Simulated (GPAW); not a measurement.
PtSe2 (Sudovikovite):

```
CELL_PARAMETERS angstrom
3.72400 0.00000 0.00000
-1.86200 3.22508 0.00000
0.00000 0.00000 5.06200
ATOMIC_POSITIONS crystal
Pt 0.00000 0.00000 0.00000
Se 0.66667 0.33333 0.75000
Se 0.33333 0.66667 0.25000
```

```yaml
Program: GPAW 26.7.0
Task: relaxation of cell and atoms
Functional: PBEsol
Dispersion: D3(BJ)
Potentials_or_basis: PAW data sets generated in the run's folder for this functional
Cutoff: 600 eV
Basis: pw
k_mesh: 7 × 7 × 5
Occupations: fermi-dirac, width 0.05 eV
Spin: no spin polarisation
```

At the start: pressure -1.3 GPa; volume 20.27 Å³/atom.

Question: How do energy, volume and symmetry change on relaxing?

Answer: Over 11 steps the energy falls by 31.4 meV/atom and the volume is 18.75 Å³/atom (-7.5 %); space group P-3m1 (No. 164, to 0.05 Å).

The path:
| step | energy change (eV) | largest force (eV/Å) | pressure (GPa) | volume (Å³) |
| --- | --- | --- | --- | --- |
| 1 | 0.0000 | 0.3870 | -1.32 | 60.80 |
| 2 | -0.0057 | 0.3523 | -1.41 | 60.65 |
| 3 | -0.0573 | 0.3357 | -1.37 | 57.35 |
| 4 | -0.0630 | 0.1751 | -1.10 | 57.68 |
| 5 | -0.0688 | 0.0444 | -0.34 | 57.51 |
| 6 | -0.0768 | 0.1122 | 1.16 | 56.77 |
| 7 | -0.0816 | 0.1359 | 1.83 | 56.21 |
| 8 | -0.0875 | 0.1003 | 1.95 | 55.74 |
| 9 | -0.0922 | 0.0433 | 1.19 | 55.75 |
| 10 | -0.0940 | 0.0098 | 0.26 | 56.10 |
| 11 | -0.0941 | 0.0018 | 0.02 | 56.24 |

Final structure:
```xyz
3
Lattice="3.7370 0.0000 0.0000 -1.8685 3.2363 0.0000 0.0000 0.0000 4.6501" Properties=species:S:1:pos:R:3 pbc="T T T"
Pt    0.0000    0.0000    0.0000
Se    1.8685    1.0788    3.3877
Se    0.0000    2.1576    1.2624
```

Caveat: later steps reuse the first step's grids; pairwise dispersion overbinds metals, which lowers pressure and volume.
